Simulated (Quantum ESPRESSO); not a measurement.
Slab: Pb2S, a slab with vacuum.

```
CELL_PARAMETERS angstrom
4.12996 0.00000 0.00000
0.05727 4.12956 0.00000
0.00000 0.00000 35.22475
ATOMIC_POSITIONS crystal
Pb 0.34127 0.34127 0.21292
Pb 0.02603 0.02603 0.45467
S 0.52577 0.52577 0.46722
S 0.02518 0.02518 0.53278
Pb 0.52492 0.52492 0.54533
Pb 0.20968 0.20968 0.78708
```

A sound run:

- Program: Quantum ESPRESSO 7.5
- Task: work function
- Functional: PBE
- Potentials or basis: PseudoDojo 0.4.1 SR PBE standard
- Cutoff: 762 eV
- Density cutoff: 3048 eV
- k mesh: 7 × 7 × 1
- Occupations: fermi-dirac, width 0.05 eV
- Spin: no spin polarisation

It gives largest force 0.385 eV/Å; band gap on the k mesh none (metal or under the smearing width).

Q: What do these careless settings give instead: cutoff 231 eV in place of 762 eV; density cutoff 925 eV in place of 3048 eV?

A: Largest force 0.581 eV/Å; band gap on the k mesh none (metal or under the smearing width). The run converged, but these numbers show the error of the settings and aren't properties of the slab.
